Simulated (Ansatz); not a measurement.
Crystal: ZrC.

```
Zr C
1.0
     3.39148    0.00000    0.00000
    -1.69574    2.93710    0.00000
     0.00000    0.00000    5.29005
Zr C
2 2
Direct
  0.66667 0.33333 0.75000
  0.33333 0.66667 0.25000
  0.00000 0.00000 0.50000
  0.00000 0.00000 0.00000
```

The cell comes from a database or a generator and needn't be the stable form of this composition.

Base run:

```yaml
Program: Ansatz 0.2.0
Functional: PBE
Potentials_or_basis: Ansatz PAW
Cutoff: "420 eV (not typed: the program's choice for these potentials)"
k_mesh: 7 × 7 × 4
Occupations: fermi-dirac, width 0.05 eV
Spin: no spin polarisation
```

Its results: band gap on the k mesh none (metal or under the smearing width); pressure -2.3 GPa.

**Question.** The run is repeated on the same cell with these changes: functional from PBE to BLYP. What comes out?

**Answer.** Band gap on the k mesh none (metal or under the smearing width); pressure 4.9 GPa.

BLYP binds less tightly than PBE, so the same cell stands under more pressure.

Caveats: the PAW data sets come from PBE, with cores solved anew for the run's functional, which leaves a small shift of forces and pressure (some runs).
